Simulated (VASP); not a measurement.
Crystal: W.

```xyz
1
Lattice="0.0000 2.0006 2.0006 2.0006 0.0000 2.0006 2.0006 2.0006 0.0000" Properties=species:S:1:pos:R:3 pbc="T T T"
W     0.0000    0.0000    0.0000
```

This isn't the form of W at room conditions, which is bcc.

Base run:

```yaml
Program: VASP 6.6.1
Functional: PBEsol
Potentials_or_basis: VASP PAW PBE potentials, release 64 (W_sv)
Cutoff: 520 eV
k_mesh: 18 × 18 × 18
Occupations: gaussian, width 0.5 eV
Spin: no spin polarisation
```

Its results: band gap on the k mesh none (metal or under the smearing width); pressure 0.6 GPa.

Problem. The run is repeated on the same cell with these changes: cutoff from 520 eV to 700 eV; occupations from gaussian, width 0.5 eV to gaussian, width 0.1 eV. What comes out?

Solution. Band gap on the k mesh none (metal or under the smearing width); pressure 0.0 GPa.

Caveats: the PAW data sets were made with another functional, which shifts forces and pressure a little.

Not every run made on this cell is shown here.
